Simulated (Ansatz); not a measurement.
# TiC (Fm-3m) in Ansatz: band structure with PBEsol

Aim: the band structure of TiC with PBEsol.

Program: Ansatz 0.2.0. These are calculated values, not measurements. Logs are shortened: lines on timing, memory, paths and dates and some standing lists are left out, and cuts for length are marked.

**1. The crystal as given**

The structure is cubic, space group Fm-3m (No. 225). The conventional cell has a = 4.331 Å, b = 4.331 Å, c = 4.331 Å, α = 90.00°, β = 90.00°, γ = 90.00°. Around Ti (site symmetry m-3m) lie 6 C at 2.17 Å. C (site symmetry m-3m) has 6 Ti at 2.17 Å as nearest neighbours.

The cell is a database's computed one.

**2. Band structure, PBEsol**

File input.yaml:

```yaml
crystal:
  lattice:
    - [0.0, 2.1657188437, 2.1657188437]
    - [2.1657188437, 0.0, 2.1657188437]
    - [2.1657188437, 2.1657188437, 0.0]
  atoms:
    - { symbol: Ti, position: [0.0, 0.0, 0.0] }
    - { symbol: C, position: [0.5, 0.5, 0.5] }
kpoints:
  mp_grid: { grid: [11, 11, 11] }
  band_path:
    path:
      - [0.0, 0.0, 0.0]
      - [0.5, 0.0, 0.5]
      - [0.5, 0.25, 0.75]
      - [0.375, 0.375, 0.75]
      - [0.0, 0.0, 0.0]
      - [0.5, 0.5, 0.5]
      - [0.625, 0.25, 0.625]
      - [0.5, 0.25, 0.75]
    npoints: 8
scf:
  occupations: { method: fermi_dirac, width: 0.05 }
hamiltonian:
  xc: pbesol
  pseudopotentials: { kind: all_electron, lapw: { basis_error: 0.001 } }
output:
  forces: true
  stress: true
  eigenvalues: true
```

Potentials or basis: all-electron LAPW, scalar-relativistic.

Launch:

```console
$ ansatz run input.yaml --threads 1 --pin off --max-ram 3072MiB --backend cpu --events-out ev --progress --plain --runs-dir out
```

Log:

```text
Warning: RAYON_NUM_THREADS=1 ignored (pool sized by the plan → 1); use --threads N
LAPW: plane waves up to 9.053 Å⁻¹, error target 1.0e-3 eV per atom; small_component_spin mean_spin; C in spheres of 0.940 Å, 6 of its electrons in bands, Dirac shells []; Ti in spheres of 1.226 Å, 18 of its electrons in bands, Dirac shells [] (how accurate: hamiltonian.pseudopotentials.lapw.basis_error, Limitations)
Engine: ansatz 0.2.0, aarch64-unknown-linux-gnu
Pseudopotentials: kind: all_electron
Pseudopotential: Ti, LAPW, valence charge 18, lapw/all_electron/scalar/gaussian/Ti, Koelling and Harmon's equation, gaussian nucleus
Pseudopotential: C, LAPW, valence charge 6, lapw/all_electron/scalar/gaussian/C, Koelling and Harmon's equation, gaussian nucleus
Functional definition: PBEsol
  exchange = pbesol_x
  correlation = pbesol_c
Crystal: 2 atoms, lattice volume = 20.316 Å³
Basis set: ecut = 312.2696593459794 eV, 259 PW (Γ), exchange–correlation at level 2
Bands: 16, of which v1, the nominal top of the filled ones, is band 12 counted from 1 (11 counted from 0)
Symmetry: 48 space group operations
Space group: Fm-3m (ITA 225), of the structure as read, at distance tolerance 2.7e-5 Å
k-points: 56 of 1331
Non-local potential: Ti, projectors of the file, none
Non-local potential: C, projectors of the file, none
Initial density: superposition of atomic densities (chi_scale 0.1, normalization cell, long waves kept (reshape's long-wave potential 0.00 eV rms))
Initial wavefunctions: plane waves of lowest kinetic energy (no species holds an atomic orbital)
Functional: x = pbesol(κ = 0.804, μ = 0.12345679012345678), c = pbesol(β = 0.046)
iter 1 solved again at ethr=2.47e-2 eV; its pass at ethr=1.00e-1 eV (dr2=5.93e0 eV) is discarded
SCF iter   1: F=—  HF=-24244.228867 eV  |F-HF|=—  |Δ(HF+E_count)|=         —  Δρ=1.54e-1  dr2=5.92e0  ethr=2.47e-2  ⟨swp⟩=2.0  Hψ=5585  notcnv=0
preconditioner: auto → none  [metal: Δε(μ)=0.087 eV  Ē_g=20.522 eV  σ=0.050 eV  W_gap=0.37  n_scr=8 (ndim 8)  ℏωp=30.8 eV  f_vac=0.000  D(μ)=0.15/eV (n_scr^D=0)  sad-step TF]
iter 2 solved again at ethr=2.43e-3 eV; its pass at ethr=2.47e-2 eV (dr2=5.82e-1 eV) is discarded
SCF iter   2: F=—  HF=-24242.557548 eV  |F-HF|=—  |Δ(HF+E_count)|=    1.67e0  Δρ=5.65e-2  dr2=5.82e-1  ethr=2.43e-3  ⟨swp⟩=2.0  Hψ=4651  notcnv=0
SCF iter   3: F=—  HF=-24242.020910 eV  |F-HF|=—  |Δ(HF+E_count)|=   5.37e-1  Δρ=1.77e-2  dr2=6.22e-2  ethr=2.42e-3  ⟨swp⟩=3.0  Hψ=2812  notcnv=0
SCF iter   4: F=—  HF=-24242.029064 eV  |F-HF|=—  |Δ(HF+E_count)|=         —  Δρ=8.89e-3  dr2=1.52e-2  ethr=2.59e-4  ⟨swp⟩=2.0  Hψ=2771  notcnv=0
the basis was enlarged: its passes take 82.7 KiB over the memory plan, 1 of 1 planned eigensolver slots
SCF iter   5: F=—  HF=-24242.015240 eV  |F-HF|=—  |Δ(HF+E_count)|=   1.38e-2  Δρ=9.94e-4  dr2=1.93e-4  ethr=6.32e-5  ⟨swp⟩=2.2  Hψ=2768  notcnv=0
SCF iter   6: F=—  HF=-24242.015027 eV  |F-HF|=—  |Δ(HF+E_count)|=   2.13e-4  Δρ=7.73e-5  dr2=7.15e-7  ethr=8.03e-7  ⟨swp⟩=3.0  Hψ=2670  notcnv=0
SCF iter   7: F=—  HF=-24242.015027 eV  |F-HF|=—  |Δ(HF+E_count)|=   4.17e-7  Δρ=5.04e-5  dr2=5.72e-7  ethr=2.98e-9  ⟨swp⟩=2.8  Hψ=2653  notcnv=0
SCF iter   8: F=-24242.015026 eV  HF=-24242.015026 eV  |F-HF|=8.64e-8  |Δ(HF+E_count)|=   4.75e-7  Δρ=1.14e-5  dr2=3.01e-8  ethr=2.38e-9  ⟨swp⟩=2.0  Hψ=2554  notcnv=0
SCF 1 converged in 8 iterations: F = -24242.015026 eV  dr2 = 3.01e-8
NSCF: frozen V_eff on 57 k-points
SCF converged after 8 iterations
Free energy (F): -24242.015026 eV
Harris-Foulkes:  -24242.015026 eV  (|F-HF|=8.64e-8)
Internal energy: -24242.012626 eV  (E = F + TS)
E sigma→0 (E₀):  -24242.013826 eV
Entropy (-TS):   -0.002401 eV (-1.200 meV/atom)
Fermi energy:    15.079105 eV
--- Per-component energies (eV) ---
  E_band       = -3137.390158
  E_kinetic    = 24456.048236
  E_xc         = -1264.729368
  E_electrostatic = -47433.331493  (all electrons and nuclei)
  E_smearing   = -0.002401  (= −TS)
  E_closure    = 0.000000  (closes the sum)
  E_atoms      = -24223.322356  (free atoms, spherical and without spin; not in F)
  Σ components = -24242.015026   (vs F -24242.015026, Δ=0.00e0)
  Basis errors (estimates in eV, not in F): energy 3.0e-4 per atom: plane waves 2.6e-4 (1.5e-4 summed), levels above the bands 9.8e-20, relativity 8.4e-9, radial functions 4.3e-5, core shells 2.2e-7; eigenvalues (radial functions only) 3.2e-6; not estimated: angular momenta, meshes, grids; target (lapw.basis_error) 1.0e-3; muffin-tin radii C 0.940 Å, Ti 1.226 Å
--- Forces (eV/Å), atoms counted from 1 ---
  atom   1  Ti    -0.00000000     0.00000000     0.00000000
  atom   2  C      0.00000000    -0.00000000     0.00000000
  max |Σ_I F_I| component: 5.75e-31 eV/Å
--- Stress (GPa, compression-positive) ---
       -6.744907      -0.000000      -0.000000
       -0.000000      -6.744907      -0.000000
       -0.000000      -0.000000      -6.744907
  P = ⅓ Tr σ = -6.7449 GPa (-67.449 kbar)
--- Band table (eV; the first three rows and the last of 56) ---
  k-point 0: bands = ["-422.7477", "-422.7477", "-422.7477", "-248.3342", "-41.2700", "-17.4091", "-17.4091", "-17.4091", "2.6477", "15.6907", "15.6907", "15.6907", "16.7238", "16.7238", "16.7238", "16.7581"]
  k-point 1: bands = ["-422.7477", "-422.7477", "-422.7477", "-248.3342", "-41.2641", "-17.4511", "-17.4130", "-17.4130", "2.8358", "14.8850", "15.1792", "15.1792", "16.0328", "16.0328", "17.1080", "18.2343"]
  k-point 2: bands = ["-422.7477", "-422.7477", "-422.7477", "-248.3342", "-41.2481", "-17.5624", "-17.4236", "-17.4236", "3.3754", "13.4468", "14.0464", "14.0464", "16.3747", "16.3747", "17.5390", "19.7927"]
  k-point 55: bands = ["-422.7477", "-422.7477", "-422.7477", "-248.3342", "-41.1706", "-17.7349", "-17.7124", "-17.5757", "5.5749", "11.6470", "11.7933", "12.5399", "17.5344", "17.9538", "18.6473", "20.3060"]
```

Run time: 9.6 s. Hardware: 1 thread of Arm Neoverse V1, shared host; peak memory 0.29 GiB.

What came out:

```
Free energy             : -24242.0150 eV
Pressure                : -6.7 GPa
Band gap along the path : none (metal or under the smearing width)
```

Levels at the corners of the path, in eV from the Fermi level:
```
point  band 10  band 11  band 12  band 13  band 14  band 15
    Γ     0.61     0.61     0.61     1.64     1.64     1.64
    X    -3.50    -1.73    -0.08    -0.08     2.69     3.48
    W    -3.22    -3.22    -2.76     2.74     2.74     3.48
    K    -3.56    -3.42    -1.77     1.39     3.09     3.79
    Γ     0.61     0.61     0.61     1.64     1.64     1.64
    L    -5.93    -2.95    -2.95     2.87     2.87     4.06
    U    -3.56    -3.42    -1.77     1.39     3.09     3.79
    W    -3.22    -3.22    -2.76     2.74     2.74     3.48
```
